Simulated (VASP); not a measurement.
# Si: convergence, vacuum levels of a slab or layer

Si, slab, 8 atoms in the cell. PBE; PAW potentials Si (PBE set). VASP 6.6.1.

Wanted: face levels within 0.04 eV; energy within 2 meV/atom; forces within 0.02 eV/Å.

Crystal: Si, P6_3/mmc; Face: (1 0 1); Atomic planes: 8; Dipole correction: yes.

Face levels: vacuum level at each face, counted from the Fermi level.

POSCAR of the starting run:
```
Si
1.0
    7.4368989346      0.0000000000      0.0000000000
    0.9964106074      3.7185448593      0.0000000000
    0.0000000000      0.0000000000     20.4140901008
Si
8
Direct
    0.1256312506      0.7806843797      0.3974036009
    0.6615317608      0.5127341146      0.4215139083
    0.6345661696      0.0262169202      0.4879448463
    0.9550636096      0.3659681902      0.3673933035
    0.3410343207      0.1729828447      0.5420654511
    0.8769348310      0.9050325795      0.5661757585
    0.8499692397      0.4185153852      0.6326066965
    0.1704666798      0.7582666551      0.5120551537
```

The series start from vacuum (Å): 15; correction: LDIPOL, IDIPOL 3, DIPOL, AMIN 0.01; k spacing (1/Å): 0.3; Cutoff ENCUT (eV): 320; SCF threshold EDIFF (eV): 1e-6; PREC: Accurate; LREAL: .FALSE.; ALGO: Normal. Each series keeps the choices made before it, and each single choice may use up half of a tolerance.

## Vacuum (Å)

| Vacuum (Å) | Face levels, largest deviation (eV) | Energy less reference (meV/atom) | Forces, largest deviation (eV/Å) | SCF iterations | Time (s) |
|---|---|---|---|---|---|
| 6 | 0.032 | -2.4 | 0.044 | 17 | 12 |
| 8 | 0.010 | -0.4 | 0.005 | 19 | 16 |
| 10 | 0.004 | -0.2 | 0.000 | 23 | 20 |
| 12 | 0.000 | -0.1 | 0.000 | 26 | 27 |
| 15 | 0.001 | -0.1 | 0.000 | 29 | 33 |
| 20 | 0.000 | 0.0 | 0.000 | 34 | 50 |
| 25 (reference) | 0.000 | 0.0 | 0.000 | 37 | 71 |

Chosen: 8, the loosest value from which every tighter one stays within half of the tolerance.

## Correction

| Correction | Face levels, largest deviation (eV) | Energy less reference (meV/atom) | Forces, largest deviation (eV/Å) | SCF iterations | Time (s) |
|---|---|---|---|---|---|
| LDIPOL, IDIPOL 3, DIPOL, AMIN 0.01 | 0.000 | 0.0 | 0.000 | 19 | 16 |
| LDIPOL, default AMIN | 0.000 | 0.0 | 0.000 | 19 | 22 |
| LDIPOL, no DIPOL | no result | no result | no result | 150 | 154 |
| IDIPOL 3 alone (energy only) | 0.105 | 0.1 | 0.004 | 19 | 18 |
| kernel truncation, coarsened | 0.014 | 0.1 | 0.000 | 19 | 23 |
| kernel truncation, full padding | 0.003 | 0.1 | 0.000 | 19 | 26 |

Chosen: LDIPOL, IDIPOL 3, DIPOL, AMIN 0.01; no other choice that stays within half of the tolerance saves 30 % of the time.

## k spacing (1/Å)

| k spacing (1/Å) | Face levels, largest deviation (eV) | Energy less reference (meV/atom) | Forces, largest deviation (eV/Å) | SCF iterations | Time (s) |
|---|---|---|---|---|---|
| 0.6 | 0.036 | 56.2 | 0.229 | 20 | 8.4 |
| 0.45 | 0.091 | 17.6 | 0.091 | 20 | 9.7 |
| 0.3 | 0.022 | 4.1 | 0.075 | 19 | 16 |
| 0.22 | 0.006 | 1.8 | 0.026 | 19 | 22 |
| 0.16 (reference) | 0.000 | 0.0 | 0.000 | 19 | 37 |

Chosen: 0.16; the next looser run is off by more than half of the tolerance, so convergence isn't shown beyond this value.

## Cutoff ENCUT (eV)

| Cutoff ENCUT (eV) | Face levels, largest deviation (eV) | Energy less reference (meV/atom) | Forces, largest deviation (eV/Å) | SCF iterations | Time (s) |
|---|---|---|---|---|---|
| 200 | 0.001 | 18.6 | 0.033 | 19 | 16 |
| 240 | 0.001 | 9.8 | 0.020 | 19 | 24 |
| 280 | 0.000 | 4.2 | 0.009 | 19 | 33 |
| 320 | 0.000 | 1.8 | 0.001 | 19 | 37 |
| 370 | 0.000 | 0.4 | 0.001 | 19 | 40 |
| 440 (reference) | 0.000 | 0.0 | 0.000 | 19 | 66 |

Chosen: 370.

## SCF threshold EDIFF (eV)

| SCF threshold EDIFF (eV) | Face levels, largest deviation (eV) | Energy less reference (meV/atom) | Forces, largest deviation (eV/Å) | SCF iterations | Time (s) |
|---|---|---|---|---|---|
| 0.001 | 0.152 | 0.4 | 0.009 | 12 | 25 |
| 0.0001 | 0.001 | 0.0 | 0.000 | 17 | 34 |
| 1e-5 | 0.000 | 0.0 | 0.000 | 18 | 35 |
| 1e-6 | 0.000 | 0.0 | 0.000 | 19 | 40 |
| 1e-7 (reference) | 0.000 | 0.0 | 0.000 | 21 | 39 |

Chosen: 0.0001.

## PREC

| PREC | Face levels, largest deviation (eV) | Energy less reference (meV/atom) | Forces, largest deviation (eV/Å) | SCF iterations | Time (s) |
|---|---|---|---|---|---|
| Accurate | 0.000 | 0.0 | 0.000 | 17 | 34 |
| Normal | 0.000 | 0.0 | 0.000 | 17 | 18 |

Chosen: Normal, the fastest of those that stay within half of the tolerance.

## LREAL

| LREAL | Face levels, largest deviation (eV) | Energy less reference (meV/atom) | Forces, largest deviation (eV/Å) | SCF iterations | Time (s) |
|---|---|---|---|---|---|
| .FALSE. | 0.000 | 0.0 | 0.000 | 17 | 18 |
| Auto | 0.000 | -0.2 | 0.003 | 17 | 18 |

Chosen: .FALSE..

## ALGO

| ALGO | Face levels, largest deviation (eV) | Energy less reference (meV/atom) | Forces, largest deviation (eV/Å) | SCF iterations | Time (s) |
|---|---|---|---|---|---|
| Normal | 0.000 | 0.0 | 0.000 | 17 | 18 |
| Fast | 0.013 | 0.0 | 0.005 | 15 | 17 |
| All | 0.006 | 0.0 | 0.011 | 17 | 17 |

Chosen: Normal.

## All choices together

| Input | Face levels, largest deviation (eV) | Energy less reference (meV/atom) | Forces, largest deviation (eV/Å) | Time (s) |
|---|---|---|---|---|
| starting input without the dipole correction (naive) | 0.097 | 5.8 | 0.076 | 29 |
| chosen settings | 0.010 | 0.0 | 0.006 | 18 |
| reference settings throughout | 0.000 | 0.0 | 0.000 | 294 |

The chosen settings stay within the tolerance of the reference run, but the reference itself isn't shown to be converged in: k spacing (1/Å).

Values of the reference run: Face levels: 5.097, 4.875 eV.

## The input

INCAR:
```
PREC = Normal
ENCUT = 370
EDIFF = 1E-4
ISMEAR = 0
SIGMA = 0.1
LREAL = False
LASPH = True
ALGO = Normal
NELM = 150
LWAVE = False
LCHARG = False
GGA = PE
KPAR = 4
LVHAR = True
LVACPOTAV = True
LDIPOL = True
IDIPOL = 3
DIPOL = 0.5 0.5 0.5
AMIN = 0.01
```

KPOINTS:
```
Automatic mesh
0
Gamma
  6 11 1
  0 0 0
```

POSCAR:
```
Si
1.0
    7.4368989346      0.0000000000      0.0000000000
    0.9964106074      3.7185448593      0.0000000000
    0.0000000000      0.0000000000     13.4140901008
Si
8
Direct
    0.1256312506      0.7806843797      0.3438647631
    0.6615317608      0.5127341146      0.3805567775
    0.6345661696      0.0262169202      0.4816539927
    0.9550636096      0.3659681902      0.2981939118
    0.3410343207      0.1729828447      0.5640168586
    0.8769348310      0.9050325795      0.6007088730
    0.8499692397      0.4185153852      0.7018060882
    0.1704666798      0.7582666551      0.5183460073
```

Commands:
```
cat potpaw_PBE.64/Si/POTCAR > POTCAR
mpirun -np 4 vasp_std > vasp.out
```

Limits: The program found no field-free region, so the vacuum level is rough; at EDIFF = 0.0001 other algorithms or programs end up to 0.5 times the tolerance apart, so this threshold passes by luck, and a tighter one is safer.

The chosen input took VASP 6.6.1 18 s on 4 cores (Intel Xeon Platinum 8375C @ 2.90GHz (Ice Lake)), a shared host.

## An input that fails: dipole correction along an axis in the plane

It runs to its end, but against the unchanged starting input it is off by 0.107 eV in the face levels, 5511.4 meV/atom in the energy, 0.002 eV/Å in the forces.

Changes against the starting input:
```
- IDIPOL = 3
+ IDIPOL = 1
```
